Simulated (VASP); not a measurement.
The system is ZnSnN2.

```
Zn Sn N
1.0
     3.05694    0.00000    0.00000
     0.00000    3.05694    0.00000
     0.00000    0.00000    6.55454
Zn Sn N
1 1 2
Direct
  0.50000 0.50000 0.00000
  0.00000 0.00000 0.50000
  0.50000 0.50000 0.26603
  0.50000 0.50000 0.73397
```

The cell was built by a generator and needn't be a form met in nature.

| Quantity | Value |
| --- | --- |
| Program | VASP 6.6.1 |
| Task | relaxation of cell and atoms |
| Functional | PBE |
| Potentials or basis | VASP PAW PBE potentials, release 64 (Zn, Sn_d, N) |
| Cutoff | 520 eV |
| k mesh | 5 × 5 × 3 |
| Occupations | gaussian, width 0.15 eV |
| Spin | no spin polarisation |

At the start: pressure -1.4 GPa; volume 15.31 Å³/atom.

Problem. How do energy, volume and symmetry change on relaxing?

Solution. Over 9 steps the energy falls by 259.3 meV/atom and the volume is 14.09 Å³/atom (-8.0 %); space group P4/mmm (No. 123, to 0.05 Å).

The path:
| step | energy change (eV) | largest force (eV/Å) | pressure (GPa) | volume (Å³) |
| --- | --- | --- | --- | --- |
| 1 | 0.0000 | 3.5976 | -1.40 | 61.25 |
| 2 | -0.8087 | 0.7832 | -6.91 | 60.07 |
| 3 | -0.8712 | 0.6955 | -6.69 | 59.49 |
| 4 | -0.8798 | 0.2600 | -6.93 | 59.65 |
| 5 | -0.7658 | 1.2319 | 8.66 | 53.34 |
| 6 | -1.0140 | 0.6931 | -1.68 | 56.93 |
| 7 | -1.0144 | 0.7229 | -1.29 | 56.85 |
| 8 | -1.0351 | 0.2565 | 0.25 | 56.21 |
| 9 | -1.0373 | 0.0191 | -0.25 | 56.36 |

Final structure:
```
Zn Sn N
1.0
     3.02885    0.00000    0.00000
     0.00000    3.02885    0.00000
     0.00000    0.00000    6.14355
Zn Sn N
1 1 2
Direct
  0.50000 0.50000 0.00000
  0.00000 0.00000 0.50000
  0.50000 0.50000 0.30097
  0.50000 0.50000 0.69903
```

Caveat: the k mesh is coarse (spacing up to 0.41 Å⁻¹), so the values aren't converged.
